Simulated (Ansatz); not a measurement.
# Ru: frozen-core PAW against all-electron methods

```
Ru
1.0
     0.00000    1.91500    1.91500
     1.91500    0.00000    1.91500
     1.91500    1.91500    0.00000
Ru
1
Direct
  0.00000 0.00000 0.00000
```

The conventional cell has a = 3.830 Å, b = 3.830 Å, c = 3.830 Å, α = 90.00°, β = 90.00°, γ = 90.00°. Around Ru (atom 1) lie 12 Ru at 2.71 Å.

The geometry is COD entry 1534914, unchecked; take it as a test cell.

All numbers are computed: DFT, PBE, PAW with Ansatz's default frozen-core files, scalar-relativistic (Ansatz 0.2.0); DFT, PBE, all-electron LAPW, scalar-relativistic (Ansatz 0.2.0).

For PAW: a Γ-centred 16×16×16 k mesh, Fermi–Dirac smearing of 0.05 eV, cutoff 420 eV, no spin polarisation. LAPW targets a basis error of 0.5 meV/atom. The Ansatz runs share mesh, smearing and spin set-up. Plane-wave (PAW) pressures include the program's estimate of the Pulay term.

Stress and pressure are positive in compression.

Levels count from the Fermi level.

PAW results:

| quantity | PAW |
| --- | --- |
| pressure (GPa) | -4.45 |
| highest filled level at W (eV) | -0.494 |
| lowest empty level at W (eV) | 2.104 |
| highest filled level at K (eV) | -1.460 |
| lowest empty level at K (eV) | 0.122 |
| highest filled level at X (eV) | -5.671 |
| lowest empty level at X (eV) | 1.571 |

(1) What does full-potential LAPW give for the same quantities?

## Answers

(1) 
```
                      quantity    LAPW
                pressure (GPa)   -4.50
highest filled level at W (eV)  -0.495
  lowest empty level at W (eV)   2.105
highest filled level at K (eV)  -1.461
  lowest empty level at K (eV)   0.122
highest filled level at X (eV)  -5.671
  lowest empty level at X (eV)   1.572
```
